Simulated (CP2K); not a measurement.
Wanted: the native input for a CP2K 2026.2 run.

| Quantity | Value |
| --- | --- |
| Task | band structure |
| Functional | LDA |
| Potentials or basis | GTH_POTENTIALS Mg GTH-PADE-q10, O GTH-PADE-q6; TZVP-MOLOPT-PBE-GTH basis |
| Density cutoff | 19048 eV |
| k mesh | 6 × 6 × 6 |
| Occupations | fermi-dirac, width 0.05 eV |
| Spin | no spin polarisation |
| SCF solver | diagonalisation with k points |
| Quickstep method | GPW |
| EPS_DEFAULT | 1.0E-9 |
| EPS_SCF | 1.0E-6 |
| MAX_SCF | 100 |
| SCF_GUESS | ATOMIC |
| k points reduced by the point group | yes |
| Mesh centred on Gamma | yes |
| CHOLESKY | OFF |
| EPS_EIGVAL | 1.0E-7 |
| MIXING METHOD | BROYDEN_MIXING |
| MIXING ALPHA | 0.4 |
| NBUFFER | 8 |
| NGRIDS | 5 |
| Basis sets | Mg TZVP-MOLOPT-PBE-GTH-q10, O TZVP-MOLOPT-PBE-GTH-q6 |
| Potentials | Mg GTH-PADE-q10 of GTH_POTENTIALS, O GTH-PADE-q6 of GTH_POTENTIALS |
| ADDED_MOS | [30] |
| Points a segment of the path (NPOINTS) | 10 |
| Bands added on the path | 2 |
| MPI ranks | 8 |
| REL_CUTOFF (Ry) | 60 Ry |
| MIXING BETA (1/bohr) | 1.5 1/bohr |
| CUTOFF of the grids | 1400 Ry |

Crystal: MgO2.

```xyz
12
Lattice="4.8286 0.0000 0.0000 0.0000 4.8286 0.0000 0.0000 0.0000 4.8286" Properties=species:S:1:pos:R:3 pbc="T T T"
Mg    0.0000    0.0000    0.0000
Mg    2.4143    0.0000    2.4143
Mg    2.4143    2.4143    0.0000
Mg    0.0000    2.4143    2.4143
O     2.8461    4.3968    0.4318
O     4.3968    0.4318    2.8461
O     0.4318    2.8461    4.3968
O     1.9825    1.9825    1.9825
O     2.8461    2.8461    2.8461
O     4.3968    1.9825    0.4318
O     0.4318    4.3968    1.9825
O     1.9825    0.4318    4.3968
```

The cell is a database's computed one.

The input as run:

mgo2_bands.inp

```
&GLOBAL
  PROJECT mgo2_bands
  RUN_TYPE ENERGY_FORCE
  PRINT_LEVEL LOW
&END GLOBAL
&FORCE_EVAL
  METHOD QS
  STRESS_TENSOR ANALYTICAL
  &DFT
    BASIS_SET_FILE_NAME BASIS_MOLOPT_UZH
    POTENTIAL_FILE_NAME GTH_POTENTIALS
    &MGRID
      CUTOFF 1400
      REL_CUTOFF 60
      NGRIDS 5
    &END MGRID
    &QS
      METHOD GPW
      EPS_DEFAULT 1.0E-9
    &END QS
    &KPOINTS
      SCHEME MONKHORST-PACK 6 6 6
      GAMMA_CENTERED T
      SYMMETRY T
      SYMMETRY_BACKEND SPGLIB
    &END KPOINTS
    &SCF
      SCF_GUESS ATOMIC
      EPS_SCF 1.0E-6
      MAX_SCF 100
      ADDED_MOS 30
      CHOLESKY OFF
      EPS_EIGVAL 1.0E-7
      &DIAGONALIZATION ON
        ALGORITHM STANDARD
      &END DIAGONALIZATION
      &MIXING ON
        METHOD BROYDEN_MIXING
        ALPHA 0.4
        BETA 1.5
        NBUFFER 8
      &END MIXING
      &SMEAR ON
        METHOD FERMI_DIRAC
        ELECTRONIC_TEMPERATURE [K] 580.226
      &END SMEAR
    &END SCF
    &XC
      &XC_FUNCTIONAL
        &LDA_X
        &END LDA_X
        &LDA_C_PW
        &END LDA_C_PW
      &END XC_FUNCTIONAL
    &END XC
    &PRINT
      &KPOINTS ON
      &END KPOINTS
      &MULLIKEN ON
      &END MULLIKEN
      &MO ON
        ENERGIES T
        OCCUPATION_NUMBERS T
        &EACH
          QS_SCF 0
        &END EACH
        ADD_LAST NUMERIC
      &END MO
      &LOWDIN ON
      &END LOWDIN
      &HIRSHFELD ON
        SHAPE_FUNCTION DENSITY
      &END HIRSHFELD
      &BAND_STRUCTURE
        FILE_NAME bands.bs
        ADDED_MOS 2
        &KPOINT_SET
          UNITS B_VECTOR
          NPOINTS 10
          SPECIAL_POINT GAMMA 0.00000000 0.00000000 0.00000000
          SPECIAL_POINT X 0.00000000 0.50000000 0.00000000
          SPECIAL_POINT M 0.50000000 0.50000000 0.00000000
          SPECIAL_POINT GAMMA 0.00000000 0.00000000 0.00000000
          SPECIAL_POINT R 0.50000000 0.50000000 0.50000000
          SPECIAL_POINT X 0.00000000 0.50000000 0.00000000
        &END KPOINT_SET
        &KPOINT_SET
          UNITS B_VECTOR
          NPOINTS 10
          SPECIAL_POINT M 0.50000000 0.50000000 0.00000000
          SPECIAL_POINT R 0.50000000 0.50000000 0.50000000
        &END KPOINT_SET
      &END BAND_STRUCTURE
    &END PRINT
  &END DFT
  &SUBSYS
    &CELL
      ABC 4.8286124700 4.8286124700 4.8286124700
      ALPHA_BETA_GAMMA 90.0000000000 90.0000000000 90.0000000000
      PERIODIC XYZ
    &END CELL
    &COORD
      Mg  0.0000000000 0.0000000000 0.0000000000
      Mg  2.4143062350 0.0000000000 2.4143062350
      Mg  2.4143062350 2.4143062350 0.0000000000
      Mg  0.0000000000 2.4143062350 2.4143062350
      O   2.8461022011 4.3968165039 0.4317959661
      O   4.3968165039 0.4317959661 2.8461022011
      O   0.4317959661 2.8461022011 4.3968165039
      O   1.9825102689 1.9825102689 1.9825102689
      O   2.8461022011 2.8461022011 2.8461022011
      O   4.3968165039 1.9825102689 0.4317959661
      O   0.4317959661 4.3968165039 1.9825102689
      O   1.9825102689 0.4317959661 4.3968165039
    &END COORD
    &KIND Mg
      BASIS_SET TZVP-MOLOPT-PBE-GTH-q10
      POTENTIAL GTH-PADE-q10
    &END KIND
    &KIND O
      BASIS_SET TZVP-MOLOPT-PBE-GTH-q6
      POTENTIAL GTH-PADE-q6
    &END KIND
    &PRINT
      &ATOMIC_COORDINATES ON
      &END ATOMIC_COORDINATES
      &CELL ON
      &END CELL
    &END PRINT
  &END SUBSYS
  &PRINT
    &FORCES ON
    &END FORCES
    &STRESS_TENSOR ON
    &END STRESS_TENSOR
  &END PRINT
&END FORCE_EVAL
```

Potentials or basis: GTH_POTENTIALS Mg GTH-PADE-q10, O GTH-PADE-q6; TZVP-MOLOPT-PBE-GTH basis.

Command:

```sh
$ OMP_NUM_THREADS=1 mpirun -n 8 cp2k.psmp -i mgo2_bands.inp -o mgo2_bands.out
```

Results of the run:

```yaml
Pressure: -2.2 GPa
Largest_force: 0.322 eV/Å
Band_gap_along_the_path: 3.72 eV, indirect (least direct gap 3.84 eV)
Mulliken_charges: Mg +1.67; O -0.83 e
Hirshfeld_charges: Mg +0.32; O -0.16 e
```

Caveat: Mulliken charges move with the basis; the basis of atomic orbitals isn't converged, which shifts pressures, moduli and gaps.

It took 9.5 s on 8 MPI ranks on Intel(R) Xeon(R) 6975P-C (Granite Rapids), with other jobs on the host.
